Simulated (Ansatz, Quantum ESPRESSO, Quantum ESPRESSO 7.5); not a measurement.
# CaO(001): dielectric constant from slabs in a field

Wanted: electronic and ionic screening from finite-field slabs, the first being CaO(001), 5 layers.

Program: Quantum ESPRESSO 7.5. Level of theory: plane-wave DFT, PBE, GBRV ultrasoft pseudopotentials (geometry by Ansatz 0.2.0 with PAW datasets; geometry under PBE). Results are calculated unless marked as measured.

## Step 1: The starting structure

The cell holds 10 atoms: 5 Ca and 5 O. Cell: a = 3.422 Å, b = 3.422 Å, c = 25.680 Å, α = 90.0°, β = 90.0°, γ = 90.0°. It derives from CaO. Vacuum lies along c.

## Step 2: Geometry from Ansatz, 5 layers

A relaxation in Ansatz fixes the structure of this slab for the runs on it.

File input.yaml:

```yaml
crystal:
  lattice:
    - [3.4223968209, 0.0, 0.0]
    - [0.0, 3.4223968209, 0.0]
    - [0.0, 0.0, 25.68]
  atoms:
    - { symbol: Ca, position: [0.0, 0.0, 0.3115264798] }
    - { symbol: O, position: [0.5, 0.5, 0.3115264798] }
    - { symbol: Ca, position: [0.5, 0.5, 0.4057632399] }
    - { symbol: O, position: [0.0, 0.0, 0.4057632399] }
    - { symbol: Ca, position: [0.0, 0.0, 0.5] }
    - { symbol: O, position: [0.5, 0.5, 0.5] }
    - { symbol: Ca, position: [0.5, 0.5, 0.5942367601] }
    - { symbol: O, position: [0.0, 0.0, 0.5942367601] }
    - { symbol: Ca, position: [0.0, 0.0, 0.6884735202] }
    - { symbol: O, position: [0.5, 0.5, 0.6884735202] }
kpoints:
  mp_grid: { grid: [8, 8, 1] }
hamiltonian:
  xc: pbe
scf:
  occupations: { method: fixed }
  convergence: { dr2_threshold: 1.0e-09 }
efield:
  axis: 3
  dipole_correction: true
  ramp_position: 0.97
  ramp_width: 0.04
relax:
  f_tol: 0.003
output:
  write_potential: true
  write_density: true
  volumetric_format: npy
```

Command:

```
ansatz run input.yaml --threads 8 --pin off --max-ram 16384MiB --backend cpu --events-out ev --progress --plain --runs-dir out
```

Numbers of over 12 decimals in the logs are rounded to 6 here.

What it wrote:

```text
Engine: ansatz 0.2.0, aarch64-unknown-linux-gnu
Pseudopotentials: kind: paw
Pseudopotential: Ca, paw, valence charge 10, recommended cutoff 420 eV (normal), Ca.paw.azcp
Pseudopotential: O, paw, valence charge 6, recommended cutoff 420 eV (normal), O.paw.azcp
Functional definition: PBE
  parameter kappa = 0.804
  parameter beta = 0.066725
  exchange = pbe_x(kappa = kappa, mu = beta*pi^2/3)
  correlation = pbe_c(beta = beta)
Crystal: 10 atoms, lattice volume = 300.785 Å³
Basis set: ecut = 420 eV, 5865 PW (Γ), exchange–correlation on 48×48×360 points (8 copies of the dense FFT grid, shifted against one another)
Bands: 50, of which v1, the nominal top of the filled ones, is band 40 counted from 1 (39 counted from 0)
Symmetry: 8 space group operations
k-points: 15 of 64
Non-local potential: Ca, projectors of the file, l = 0: 3, l = 1: 2, l = 2: 2
Non-local potential: O, projectors of the file, l = 0: 2, l = 1: 2, l = 2: 1
PAW form: soft (Blöchl's): semilocal exchange-correlation on the pseudo side does not see the compensation charge
PAW one-centre angular grid: Ca, 110 points (default); XC on 64 Gauss nodes
PAW one-centre angular grid: O, 110 points (default); XC on 64 Gauss nodes
Initial density: superposition of atomic densities (neutral atoms: chi_scale 0, normalization atom), corrected by the library's trained network
Initial wavefunctions: pseudopotential atomic-orbital guess
Functional: x = pbe(κ = 0.804, μ = 0.219515), c = pbe(β = 0.066725)
SCF iter   1: F=—  HF=-11937.643534 eV  |F-HF|=—  |Δ(HF+E_count)|=         —  Δρ=9.58e-4  dr2=9.87e-3  ethr=1.77e-3  p=-0.000 e·Å  D=-1.76e-4 V/Å  ΔV_dip=0.00 eV  dr2_dipole=2.06e-7  V_vac-E_F(+/−)=4.16/4.15 eV  ⟨swp⟩=6.9  Hψ=3198  notcnv=0  defer=104
efield: sawtooth ramp at fractional position 0.9700 (set: `efield.ramp_position`, or a place that a band, a saddle search or an elastic batch's reference lends), width 0.0400; the density the first Hamiltonian is built on has a dipole p = -0.000 e·Å; the dipole correction subtracts the counter field D = -1.76e-4 V/Å, which shifts the + side's vacuum level by +0.00 eV against the − side's; the planar-averaged density in the ramp window peaks in size at 2.5e-5 e/Å³
preconditioner: auto → Resta (q_TF=auto, 2.188 Å⁻¹)  ε∞=2.2  [insulator: Δε(μ)=2.951 eV  Ē_g=16.569 eV  n_scr=52 (ndim 8)  ℏωp=17.9 eV  f_vac=0.500  ε∞_Penn≈2.2  vacuum switching on, ρ_ref=2.0e-2 e/Å³]
SCF iter   2: F=—  HF=-11937.644950 eV  |F-HF|=—  |Δ(HF+E_count)|=   1.42e-3  Δρ=6.82e-4  dr2=1.09e-3  ethr=1.23e-5  p=-0.000 e·Å  D=-6.77e-6 V/Å  ΔV_dip=0.00 eV  dr2_dipole=7.33e-9  V_vac-E_F(+/−)=4.12/4.12 eV  ⟨swp⟩=3.9  Hψ=1488  notcnv=0  defer=120
density mixer auto → msr1: gapped (density of states about μ 0.01 of a free-electron gas's, 52 screened modes)
SCF iter   3: F=—  HF=-11937.645387 eV  |F-HF|=—  |Δ(HF+E_count)|=   4.37e-4  Δρ=2.51e-4  dr2=1.98e-4  ethr=1.37e-6  p=-0.000 e·Å  D=-7.29e-6 V/Å  ΔV_dip=0.00 eV  dr2_dipole=4.88e-10  V_vac-E_F(+/−)=4.12/4.12 eV  ⟨swp⟩=2.3  Hψ=1021  notcnv=0  defer=120
SCF iter   4: F=—  HF=-11937.645533 eV  |F-HF|=—  |Δ(HF+E_count)|=   1.46e-4  Δρ=1.03e-4  dr2=3.35e-5  ethr=2.47e-7  p=-0.000 e·Å  D=-6.01e-6 V/Å  ΔV_dip=0.00 eV  dr2_dipole=8.70e-12  V_vac-E_F(+/−)=4.12/4.12 eV  ⟨swp⟩=2.0  Hψ=935  notcnv=0  defer=118
SCF iter   5: F=—  HF=-11937.645589 eV  |F-HF|=—  |Δ(HF+E_count)|=   5.60e-5  Δρ=4.64e-5  dr2=6.78e-6  ethr=4.18e-8  p=0.000 e·Å  D=4.84e-6 V/Å  ΔV_dip=-0.00 eV  dr2_dipole=1.72e-10  V_vac-E_F(+/−)=4.12/4.12 eV  ⟨swp⟩=2.0  Hψ=939  notcnv=0  defer=117
SCF iter   6: F=—  HF=-11937.645680 eV  |F-HF|=—  |Δ(HF+E_count)|=   9.15e-5  Δρ=1.58e-5  dr2=6.11e-7  ethr=8.47e-9  p=0.000 e·Å  D=4.15e-6 V/Å  ΔV_dip=-0.00 eV  dr2_dipole=8.74e-12  V_vac-E_F(+/−)=4.12/4.12 eV  ⟨swp⟩=2.2  Hψ=1086  notcnv=0  defer=116
SCF iter   7: F=—  HF=-11937.645681 eV  |F-HF|=—  |Δ(HF+E_count)|=   1.88e-7  Δρ=3.03e-6  dr2=2.35e-8  ethr=7.63e-10  p=0.000 e·Å  D=3.14e-6 V/Å  ΔV_dip=-0.00 eV  dr2_dipole=1.64e-12  V_vac-E_F(+/−)=4.12/4.12 eV  ⟨swp⟩=2.0  Hψ=1031  notcnv=0  defer=116
SCF iter   8: F=—  HF=-11937.645681 eV  |F-HF|=—  |Δ(HF+E_count)|=   7.16e-8  Δρ=1.64e-6  dr2=7.63e-9  ethr=2.94e-11  p=0.000 e·Å  D=3.90e-6 V/Å  ΔV_dip=-0.00 eV  dr2_dipole=4.72e-12  V_vac-E_F(+/−)=4.12/4.12 eV  ⟨swp⟩=2.1  Hψ=1203  notcnv=0  defer=116
SCF iter   9: F=-11937.645681 eV  HF=-11937.645681 eV  |F-HF|=7.28e-11  |Δ(HF+E_count)|=   1.43e-9  Δρ=4.98e-7  dr2=6.26e-10  ethr=1.25e-12  p=0.000 e·Å  D=3.40e-6 V/Å  ΔV_dip=-0.00 eV  dr2_dipole=1.25e-13  V_vac-E_F(+/−)=4.12/4.12 eV  ⟨swp⟩=6.3  Hψ=4454  notcnv=0
SCF 1 converged in 9 iterations: F = -11937.645681 eV  dr2 = 6.26e-10
  greatest PAW one-centre occupation: 0.995 electrons in one spin orbital (limit 2), on the Ca atom at site 4 (counted from 0), in its partial waves of l = 0
relax step   1: F+E_penalty+E_count = -11937.64568061 eV  Δ(F+E_penalty+E_count) = +0.000e0 eV  max|allowed force component| = 2.165e-1 eV/Å  Δτ_max = 0.0000 Å  (9 SCF iters, accepted)
Initial density: handed on by an earlier stage of this run
Initial wavefunctions: those handed on with the density
iter 1 solved again at ethr=1.06e-4 eV; its pass at ethr=3.10e-3 eV (dr2=8.44e-2 eV) is discarded
SCF iter   1: F=—  HF=-11937.687941 eV  |F-HF|=—  |Δ(HF+E_count)|=         —  Δρ=3.05e-3  dr2=8.58e-2  ethr=1.06e-4  p=0.000 e·Å  D=3.30e-6 V/Å  ΔV_dip=-0.00 eV  dr2_dipole=1.44e-11  V_vac-E_F(+/−)=4.15/4.15 eV  ⟨swp⟩=1.5  Hψ=2528  notcnv=0  defer=111
efield: sawtooth ramp at fractional position 0.9700 (set: `efield.ramp_position`, or a place that a band, a saddle search or an elastic batch's reference lends), width 0.0400; the density the first Hamiltonian is built on has a dipole p = 0.000 e·Å; the dipole correction subtracts the counter field D = 3.30e-6 V/Å, which shifts the + side's vacuum level by -0.00 eV against the − side's; the planar-averaged density in the ramp window peaks in size at 5.2e-6 e/Å³
preconditioner: auto → Resta (q_TF=auto, 2.188 Å⁻¹)  ε∞=2.2  [insulator: Δε(μ)=3.114 eV  Ē_g=16.530 eV  n_scr=52 (ndim 8)  ℏωp=17.9 eV  f_vac=0.505  ε∞_Penn≈2.2  vacuum switching on, ρ_ref=2.0e-2 e/Å³]
SCF iter   2: F=—  HF=-11937.663834 eV  |F-HF|=—  |Δ(HF+E_count)|=   2.41e-2  Δρ=1.28e-3  dr2=7.37e-3  ethr=1.06e-4  p=0.000 e·Å  D=2.34e-6 V/Å  ΔV_dip=-0.00 eV  dr2_dipole=1.04e-12  V_vac-E_F(+/−)=3.94/3.94 eV  ⟨swp⟩=3.0  Hψ=1089  notcnv=0  defer=119  κ⁻¹=1.0e0(r=1)
density mixer auto → broyden: gapped, where msr1 would fit the directions that read negative (density of states about μ 0.01 of a free-electron gas's, 52 screened modes)
[...]
SCF iter   9: F=-11937.664220 eV  HF=-11937.664220 eV  |F-HF|=5.09e-11  |Δ(HF+E_count)|=   1.11e-9  Δρ=3.10e-7  dr2=1.44e-10  ethr=1.25e-12  p=0.000 e·Å  D=2.75e-6 V/Å  ΔV_dip=-0.00 eV  dr2_dipole=3.63e-18  V_vac-E_F(+/−)=4.11/4.11 eV  ⟨swp⟩=7.0  Hψ=4055  notcnv=0
SCF 3 converged in 9 iterations: F = -11937.664220 eV  dr2 = 1.44e-10
relax step   3: F+E_penalty+E_count = -11937.66421969 eV  Δ(F+E_penalty+E_count) = -2.562e-3 eV  max|allowed force component| = 6.858e-2 eV/Å  Δτ_max = 0.0298 Å  (9 SCF iters, accepted)
SCF iter   1: F=—  HF=-11937.665214 eV  |F-HF|=—  |Δ(HF+E_count)|=         —  Δρ=4.24e-4  dr2=8.04e-4  ethr=8.35e-6  p=0.000 e·Å  D=2.83e-6 V/Å  ΔV_dip=-0.00 eV  dr2_dipole=1.64e-13  V_vac-E_F(+/−)=4.10/4.10 eV  ⟨swp⟩=4.6  Hψ=1850  notcnv=0  defer=120
efield: sawtooth ramp at fractional position 0.9700 (set: `efield.ramp_position`, or a place that a band, a saddle search or an elastic batch's reference lends), width 0.0400; the density the first Hamiltonian is built on has a dipole p = 0.000 e·Å; the dipole correction subtracts the counter field D = 2.83e-6 V/Å, which shifts the + side's vacuum level by -0.00 eV against the − side's; the planar-averaged density in the ramp window peaks in size at 5.2e-6 e/Å³
preconditioner: auto → Resta (q_TF=auto, 2.188 Å⁻¹)  ε∞=2.2  [insulator: Δε(μ)=2.946 eV  Ē_g=16.445 eV  n_scr=52 (ndim 8)  ℏωp=17.9 eV  f_vac=0.505  ε∞_Penn≈2.2  vacuum switching on, ρ_ref=2.0e-2 e/Å³]
SCF iter   2: F=—  HF=-11937.665019 eV  |F-HF|=—  |Δ(HF+E_count)|=   1.95e-4  Δρ=1.92e-4  dr2=1.14e-4  ethr=1.01e-6  p=0.000 e·Å  D=2.71e-6 V/Å  ΔV_dip=-0.00 eV  dr2_dipole=7.16e-15  V_vac-E_F(+/−)=4.10/4.10 eV  ⟨swp⟩=2.0  Hψ=1189  notcnv=0  defer=120  κ⁻¹=1.0e0(r=1)
density mixer auto → broyden: gapped, where msr1 would fit the directions that read negative (density of states about μ 0.01 of a free-electron gas's, 52 screened modes)
SCF iter   3: F=—  HF=-11937.665003 eV  |F-HF|=—  |Δ(HF+E_count)|=   1.66e-5  Δρ=9.07e-5  dr2=2.41e-5  ethr=1.43e-7  p=0.000 e·Å  D=2.73e-6 V/Å  ΔV_dip=-0.00 eV  dr2_dipole=1.76e-14  V_vac-E_F(+/−)=4.09/4.09 eV  ⟨swp⟩=2.0  Hψ=912  notcnv=0  defer=108  κ⁻¹=9.2e-2(r=2)
SCF iter   4: F=—  HF=-11937.665006 eV  |F-HF|=—  |Δ(HF+E_count)|=   3.38e-6  Δρ=3.89e-5  dr2=4.66e-6  ethr=3.01e-8  p=0.000 e·Å  D=2.68e-6 V/Å  ΔV_dip=-0.00 eV  dr2_dipole=2.28e-14  V_vac-E_F(+/−)=4.08/4.08 eV  ⟨swp⟩=2.0  Hψ=998  notcnv=0  defer=94  κ⁻¹=3.0e-2(r=3)
SCF iter   5: F=—  HF=-11937.665085 eV  |F-HF|=—  |Δ(HF+E_count)|=   7.85e-5  Δρ=1.02e-5  dr2=2.39e-7  ethr=5.83e-9  p=0.000 e·Å  D=2.72e-6 V/Å  ΔV_dip=-0.00 eV  dr2_dipole=4.55e-16  V_vac-E_F(+/−)=4.08/4.08 eV  ⟨swp⟩=2.0  Hψ=937  notcnv=0  defer=67  κ⁻¹=1.1e-3(r=4)
SCF iter   6: F=—  HF=-11937.665085 eV  |F-HF|=—  |Δ(HF+E_count)|=   1.48e-7  Δρ=3.34e-6  dr2=2.68e-8  ethr=2.99e-10  p=0.000 e·Å  D=2.72e-6 V/Å  ΔV_dip=-0.00 eV  dr2_dipole=4.54e-16  V_vac-E_F(+/−)=4.08/4.08 eV  ⟨swp⟩=2.0  Hψ=1196  notcnv=0  defer=69  κ⁻¹=1.3e-4(r=5)
SCF iter   7: F=—  HF=-11937.665085 eV  |F-HF|=—  |Δ(HF+E_count)|=   1.54e-8  Δρ=1.69e-6  dr2=4.75e-9  ethr=3.35e-11  p=0.000 e·Å  D=2.72e-6 V/Å  ΔV_dip=-0.00 eV  dr2_dipole=1.32e-16  V_vac-E_F(+/−)=4.07/4.08 eV  ⟨swp⟩=2.0  Hψ=944  notcnv=0  defer=71  κ⁻¹=1.6e-5(r=6)
SCF iter   8: F=-11937.665085 eV  HF=-11937.665085 eV  |F-HF|=3.75e-10  |Δ(HF+E_count)|=   6.12e-9  Δρ=3.22e-7  dr2=2.21e-10  ethr=1.25e-12  p=0.000 e·Å  D=2.72e-6 V/Å  ΔV_dip=-0.00 eV  dr2_dipole=1.26e-14  V_vac-E_F(+/−)=4.08/4.08 eV  ⟨swp⟩=7.1  Hψ=4233  notcnv=0
SCF 4 converged in 8 iterations: F = -11937.665085 eV  dr2 = 2.21e-10
relax step   4: F+E_penalty+E_count = -11937.66508469 eV  Δ(F+E_penalty+E_count) = -8.650e-4 eV  max|allowed force component| = 2.165e-3 eV/Å  Δτ_max = 0.0108 Å  (8 SCF iters, accepted)
NSCF: frozen V_eff on 15 k-points
the search or the solves at the SCF's close seem to have found levels that the self-consistency loop had missed (the run counts 2). By its estimate they hold under 1e-12 electrons; where the run keeps them, the occupations were computed again with them
WARN: The output density's exchange-correlation potential varies sharply where the density is thin. Do not read a vacuum level from v_tot or v_xc, or from such a field of the output density. On a cell that repeats whose density bears no net charge and no dipole along the vacuum's axis use v_es (v_loc + v_h of the components); under efield.dipole_correction with no amplitude use v_es + v_field, which holds any externa [...]
SCF converged after 8 iterations
Stability not checked: this state was not tested for a lower state beside it, because the mixer in use, unlike msr1, does not test its closes by its own steps (another_mixer; see scf.mixing.algorithm and scf.lower_state_search)
Free energy (F): -11937.665085 eV
Harris-Foulkes:  -11937.665085 eV  (|F-HF|=3.75e-10)
Internal energy: -11937.665085 eV  (E = F + TS)
E sigma→0 (E₀):  -11937.665085 eV
Fermi energy:    1.419025 eV
Dipole field:    D = 0.000003 V/Å  (p = 0.000005 e·Å, saw-weighted, corrected)
Work function:   Φ+ = 4.0750 eV   Φ− = 4.0751 eV
Levels:          The Fermi level and band energies are counted from a zero that moves with the ramp; work functions are not
--- Per-component energies (eV) ---
  E_band       = -1018.695205
  E_kinetic    = 2274.003665
  E_local      = -66275.788555  (includes V_loc(G=0)·N_el)
  E_nonlocal   = 556.949902
  E_hartree    = 32132.089990
  E_xc         = -1064.199047
  E_vxc        = -1338.618780  (∫ρ·V_xc dr)
  E_paw        = -5080.765634  (= ΣΔE_a)
  E_vpaw       = -499.432064  (= ΣTr[D̂ρ^β])
  E_aug_tail   = 0.011987  (compensation charges beyond the density's cutoff)
  E_efield     = 0.000000  (sawtooth field / dipole correction)
  E_vefield    = -0.000058  (∫n·V_field dr)
  E_ewald      = 25520.032607
  E_smearing   = -0.000000  (= −TS)
  E_closure    = 0.000000  (closes the sum)
  Σ components = -11937.665085   (vs F -11937.665085, Δ=0.00e0)
--- Forces (eV/Å), atoms counted from 1 ---
  atom   1  Ca     0.00000000     0.00000000    -0.00111266
  atom   2  O      0.00000000     0.00000000     0.00062008
  atom   3  Ca     0.00000000     0.00000000    -0.00216507
  atom   4  O     -0.00000000     0.00000000     0.00141358
  atom   5  Ca     0.00000000     0.00000000     0.00000013
  atom   6  O      0.00000000     0.00000000    -0.00000013
  atom   7  Ca    -0.00000000     0.00000000     0.00216499
  atom   8  O      0.00000000     0.00000000    -0.00141340
  atom   9  Ca     0.00000000     0.00000000     0.00111264
  atom  10  O      0.00000000     0.00000000    -0.00062021
  max |Σ_I F_I| component: 4.34e-8 eV/Å
--- Band table (eV; the first three rows and the last of 15) ---
  k-point 0: bands = [... 36 lower, 1.3930, 1.3930, 1.4190, 1.4190, 4.3717, 4.4587, 5.0648, 5.4315, ... 6 higher]
  k-point 1: bands = [... 36 lower, 1.0535, 1.1520, 1.2381, 1.2589, 4.5800, 4.6484, 5.4781, 5.8198, ... 6 higher]
  k-point 2: bands = [... 36 lower, 0.7287, 0.8965, 0.9085, 0.9504, 5.1331, 5.1770, 6.4849, 6.4920, ... 6 higher]
  k-point 14: bands = [... 36 lower, 0.9148, 0.9148, 1.0244, 1.1984, 5.2730, 5.2730, 6.0941, 6.0941, ... 6 higher]
--- Relaxed structure (4 steps of the walk, 4 accepted, 0 SCFs on fresh bases) ---
  F+E_penalty+E_count = -11937.66508469 eV   max|allowed force component| = 2.165e-3 eV/Å
  atoms:
    - { symbol: Ca, position: [0, 0.0, 0.313529] }
    - { symbol: O, position: [0.500000, 0.500000, 0.314177] }
    - { symbol: Ca, position: [0.500000, 0.500000, 0.405953] }
    - { symbol: O, position: [0, 0.0, 0.405623] }
    - { symbol: Ca, position: [0, 0.0, 0.500000] }
    - { symbol: O, position: [0.500000, 0.500000, 0.500000] }
    - { symbol: Ca, position: [0.500000, 0.500000, 0.594047] }
    - { symbol: O, position: [0, 0.0, 0.594377] }
    - { symbol: Ca, position: [0, 0.0, 0.686471] }
    - { symbol: O, position: [0.500000, 0.500000, 0.685823] }
```

The job ended after 8.7 s (8 threads of Arm Neoverse V2, shared host; peak memory 0.9 GiB; 66 s of CPU time).

The steps of the relaxation:

```csv
step,energy less that of the first step (eV),largest force component (eV/Å)
1,0.0000,0.2165
2,-0.0160,0.1583
3,-0.0185,0.0686
4,-0.0194,0.0022
```

The atoms that moved most (Å):

```csv
atom,dx,dy,dz,length
O2,0.000,0.000,0.068,0.068
O10,0.000,0.000,-0.068,0.068
Ca9,0.000,0.000,-0.051,0.051
Ca1,0.000,0.000,0.051,0.051
```

The relaxed structure:

```cif
data_structure
_symmetry_space_group_name_H-M 'P 1'
_symmetry_Int_Tables_number 1
_cell_length_a 3.4224
_cell_length_b 3.4224
_cell_length_c 25.6800
_cell_angle_alpha 90.000
_cell_angle_beta 90.000
_cell_angle_gamma 90.000
_cell_volume 300.78
loop_
_atom_site_label
_atom_site_type_symbol
_atom_site_fract_x
_atom_site_fract_y
_atom_site_fract_z
_atom_site_occupancy
Ca1 Ca 0.00000 0.00000 0.31353 1
O2 O 0.50000 0.50000 0.31418 1
Ca3 Ca 0.50000 0.50000 0.40595 1
O4 O 0.00000 0.00000 0.40562 1
Ca5 Ca 0.00000 0.00000 0.50000 1
O6 O 0.50000 0.50000 0.50000 1
Ca7 Ca 0.50000 0.50000 0.59405 1
O8 O 0.00000 0.00000 0.59438 1
Ca9 Ca 0.00000 0.00000 0.68647 1
O10 O 0.50000 0.50000 0.68582 1
```

The relaxation lowers the energy by 2 meV an atom.

Read from the output:

```
free energy                                                     : -11937.6651 eV
gap by band count                                               : 2.953 eV
symmetry operations                                             : 8
dipole along the normal                                         : 4.72e-6 e·Å
valence top, on the run's zero                                  : 1.419 eV
vacuum level at the upper face over the valence top of the mesh : 4.075 eV
vacuum level at the lower face over the valence top of the mesh : 4.075 eV
```

(Part 1 of 7 ends here.)

[Logs are printed without paths, hosts, clocks, repeated set-up lines and the standing remarks that a program may print on its own settings, such as how far it seeks lower states.]

[Hosts, paths, dates, database ids (printed as entryN), source tags and the programs' standing remarks are cut or masked in the printed files.]

[Maps of the electrostatic potential energy from Ansatz leave out the sawtooth potential of an applied field or a dipole correction, so their vacuum need not be flat; planar profiles and work functions include it.]
